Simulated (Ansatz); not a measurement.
Ag:

```
Ag
1.0
     0.00000    2.04275    2.04275
     2.04275    0.00000    2.04275
     2.04275    2.04275    0.00000
Ag
1
Cartesian
  0.0000 0.0000 0.0000
```

* Program: Ansatz 0.2.0
* Task: relaxation of cell and atoms
* Functional: RPBE
* Dispersion: D3(BJ)
* Potentials or basis: Ansatz PAW
* Cutoff: 420 eV (not typed: the program's choice for these potentials)
* k mesh: 11 × 11 × 11
* Occupations: fermi-dirac, width 0.05 eV
* Spin: no spin polarisation

At the start: volume 17.05 Å³/atom.

Q: Where does the relaxation end?

A: It ends after 5 steps and the volume is 14.20 Å³/atom (-16.7 %); space group Fm-3m (No. 225, to 0.05 Å).

The path:
```tsv
step	energy change (eV)	largest force (eV/Å)	volume (Å³)
1	0.0000	0.0000	17.05
2	-0.2717	0.0000	14.67
3	-0.2798	0.0000	13.97
4	-0.2825	0.0000	14.20
5	-0.2806	0.0000	14.20
```

Final structure:
```
CELL_PARAMETERS angstrom
0.00000 1.92219 1.92219
1.92219 0.00000 1.92219
1.92219 1.92219 0.00000
ATOMIC_POSITIONS crystal
Ag 0.00000 0.00000 0.00000
```

Caveat: the volume moved by over 15 % at a fixed basis, so the end points are rough; the plane-wave basis is chosen anew once the cell has moved, so the energies of steps on either side of that aren't comparable; the volume moved by -17 % from the deposited cell, more than functionals usually miss; the PAW data sets come from PBE, with cores solved anew for the run's functional, which leaves a small shift of forces and pressure.
